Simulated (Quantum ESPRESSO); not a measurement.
Crystal: CuI (Marshite).

```
I Cu
1.0
     0.00000    3.03150    3.03150
     3.03150    0.00000    3.03150
     3.03150    3.03150    0.00000
I Cu
1 1
Direct
  0.00000 0.00000 0.00000
  0.75000 0.75000 0.75000
```

| Quantity | Value |
| --- | --- |
| Program | Quantum ESPRESSO 7.5 |
| Task | single point |
| Functional | PBE |
| Potentials or basis | SSSP 1.3 efficiency PBE |
| Cutoff | 748 eV |
| Density cutoff | 5987 eV |
| k mesh | 8 × 8 × 8 |
| Occupations | fermi-dirac, width 0.05 eV |
| Spin | no spin polarisation |

On this cell: pressure 0.5 GPa; largest force zero by symmetry; band gap on the k mesh 1.11 eV, direct.

The same run follows on a disturbed copy (atoms moved at random, drawn with an rms of 0.05 Å):

```xyz
2
Lattice="0.0000 3.0315 3.0315 3.0315 0.0000 3.0315 3.0315 3.0315 0.0000" Properties=species:S:1:pos:R:3 pbc="T T T"
I     0.0320   -0.0031    0.0066
Cu    4.5441    4.5463    4.6178
```

What changes?

The energy moves by +3.6 meV/atom; pressure 0.6 GPa; largest force 0.198 eV/Å; band gap on the k mesh 1.10 eV, direct.

Forces on the atoms (eV/Å):
```
I   -0.095 -0.024  0.172
Cu   0.095  0.024 -0.172
```

Stress tensor (GPa, compression positive):
```
 0.57  0.69 -0.08
 0.69  0.59 -0.38
-0.08 -0.38  0.53
```

Caveats: spin-orbit coupling is left out, which moves the levels of the heavy elements.

